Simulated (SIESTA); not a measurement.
## TiSe under changes of volume

One of the cells (17.058 Å³/atom); the others are scaled copies at fixed shape and fractional positions:

```
Se Ti
1.0
     3.55900    0.00000    0.00000
    -1.77950    3.08218    0.00000
     0.00000    0.00000    6.22000
Se Ti
2 2
Cartesian
  1.7795 1.0274 4.6650
  0.0000 2.0548 1.5550
  0.0000 0.0000 3.1100
  0.0000 0.0000 0.0000
```

```yaml
Program: SIESTA 5.4.2
Functional: LDA
Potentials_or_basis: PseudoDojo 0.4 standard (LDA files)
Basis: DZP (energy shift 0.003 Ry; two zetas on semicore shells)
Grid_cutoff: 800 Ry
Energy_shift: 0.003 Ry
k_mesh: 9 × 9 × 5
Occupations: fermi-dirac, width 0.05 eV
Spin: no spin polarisation
```

```csv
volume (Å³/atom),energy over the lowest point (meV/atom),pressure (GPa)
16.034,?,?
16.375,6.82,4.6
16.716,0.38,1.6
17.058,0.00,-1.1
17.399,4.99,-3.5
17.740,14.79,-5.5
18.081,28.94,-7.5
```

Problem. What does the run at 16.034 Å³/atom give?

Solution. Energy over the lowest point 19.99 meV/atom; pressure 7.9 GPa.

Worked out: A Birch-Murnaghan fit of order 3 (a polynomial in V^(-2/3)) to the other rows has its minimum at 16.91 Å³/atom with B0 = V·E''(V) = 132 GPa and B' = 4.5 at fixed shape and positions, which overstates the stiffness. It gives 19.97 meV/atom at 16.034 Å³/atom, against the run's 19.99, and -dE/dV = 7.9 GPa, against 7.9.

Energies are extrapolated to zero smearing.

Caveats: the basis of atomic orbitals isn't converged, which shifts pressures, moduli and gaps.
